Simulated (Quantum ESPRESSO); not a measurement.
Crystal: Ti.

```
CELL_PARAMETERS angstrom
2.95000 0.00000 0.00000
-1.47500 2.55477 0.00000
0.00000 0.00000 4.68000
ATOMIC_POSITIONS crystal
Ti 0.66667 0.33333 0.75000
Ti 0.33333 0.66667 0.25000
```

```yaml
Program: Quantum ESPRESSO 7.5
Task: Wannier functions
Functional: PBE
Potentials_or_basis: JTH 2.0 PBE
Cutoff: 490 eV
Density_cutoff: 2939 eV
k_mesh: 8 × 8 × 4
Occupations: fermi-dirac, width 0.05 eV
Spin: no spin polarisation
Iterations: 0
Mixing_beta: 0.5
Most_SCF_iterations: 120
SCF_threshold: 4e-10 Ry
k_mesh_for_the_Wannier_functions: 6 × 6 × 4
Projections: Ti spd
```

Start: atomic projections with disentanglement, frozen window up to 2.0 eV over the reference level; the lowest 8 bands are left out; no minimisation of the spread. The reference level is the Fermi level, or the middle of the gap.

Q: With atomic projections with disentanglement, how many functions result, how localised are they, and how well do they interpolate the bands?

A: 18 functions with spreads from 0.64 to 7.25 Å², 57.1 Å² in all; they miss the direct bands by 157 meV (root mean square).

Wannier functions:
```csv
function,nearest atom,distance (Å),spread (Å²),on-site energy from the reference level (eV)
1,1 Ti,0.02,4.88,6.81
2,1 Ti,0.60,6.37,10.36
3,1 Ti,0.15,6.71,10.19
4,1 Ti,0.14,7.08,10.19
5,1 Ti,0.02,0.70,2.66
6,1 Ti,0.01,0.64,2.92
7,1 Ti,0.01,0.64,2.92
8,1 Ti,0.04,0.72,2.65
9,1 Ti,0.04,0.72,2.66
10,2 Ti,0.02,4.90,6.82
11,2 Ti,0.60,6.37,10.37
12,2 Ti,0.12,6.73,10.20
13,2 Ti,0.12,7.25,10.20
14,2 Ti,0.02,0.70,2.67
15,2 Ti,0.01,0.64,2.92
16,2 Ti,0.01,0.64,2.92
17,2 Ti,0.04,0.72,2.65
18,2 Ti,0.04,0.72,2.64
```

Parts of the spread (Å²): invariant 14.41, diagonal 7.347, off-diagonal 35.35, total 57.10. Against the direct bands the interpolation misses by 157 meV (root mean square) and 1007 meV at most, for states up to 1 eV over the reference level.

Caveat: the k mesh is coarse.
